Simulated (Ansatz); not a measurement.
# Sr: what relativity and spin–orbit coupling change

```yaml
crystal:
  lattice:
    - [-2.42500, 2.42500, 2.42500]
    - [2.42500, -2.42500, 2.42500]
    - [2.42500, 2.42500, -2.42500]
  atoms:
    - { symbol: Sr, position: [0.00000, 0.00000, 0.00000] }
```

The structure is an experimental refinement, used without relaxation. It was measured hot, at 887 K.

One fixed cell is solved with PBE by LAPW (all electrons) in Ansatz 0.2.0 under different relativistic treatments. Pressure is positive in compression.

The runs use a Γ-centred 10×10×10 k mesh, Fermi–Dirac smearing of 0.05 eV, basis error target 0.5 meV/atom, no spin polarisation.

```json
{"setting": "scalar-relativistic", "P (GPa)": "-0.60", "lowest level at Γ above −25 eV, from the valence-band top or, without a gap, the Fermi level (eV)": "-18.58"}
{"setting": "non-relativistic", "P (GPa)": "-0.58", "lowest level at Γ above −25 eV, from the valence-band top or, without a gap, the Fermi level (eV)": "?"}
{"setting": "with spin–orbit coupling", "P (GPa)": "-0.60", "lowest level at Γ above −25 eV, from the valence-band top or, without a gap, the Fermi level (eV)": "?"}
```

(1) Fill in "lowest level at Γ above −25 eV, from the valence-band top or, without a gap, the Fermi level (eV)" for the row "with spin–orbit coupling".

(2) What belongs in the row "non-relativistic", column "lowest level at Γ above −25 eV, from the valence-band top or, without a gap, the Fermi level (eV)"?

Results:

(1) -19.37.

(2) -18.46.
